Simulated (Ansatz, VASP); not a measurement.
# Zn in VASP and in Ansatz

```
Zn
1.0
     2.26784   -1.30775    0.00875
     2.26784    1.30775    0.00875
    -1.56351    0.00000    7.54334
Zn
3
Direct
  0.00000 0.00000 0.00000
  0.22204 0.22204 0.66560
  0.77796 0.77796 0.33440
```

Alike in both runs: functional PBE; k mesh 18 × 18 × 6; occupations gaussian, width 0.1 eV; no spin polarisation.

Ansatz relaxed the structure, and its values are those at the end. VASP's run is a single point on that final structure, the one shown.

```csv
,VASP,Ansatz
version,VASP 6.6.1,Ansatz 0.2.0
potentials or method,"VASP PAW PBE potentials, release 64 (Zn)","scalar-relativistic, plane waves, PAW"
plane-wave cutoff (eV),520,420
valence electrons in the cell,36,36
```

Ansatz gave:

```
gap on the k mesh at the Fermi level (eV) : none
pressure (GPa)                            : 2.0
```

What did VASP give for the same quantities?

gap on the k mesh at the Fermi level (eV): none; pressure (GPa): 2.4.

A gap of «none» marks a metal or a gap that the smearing closes.
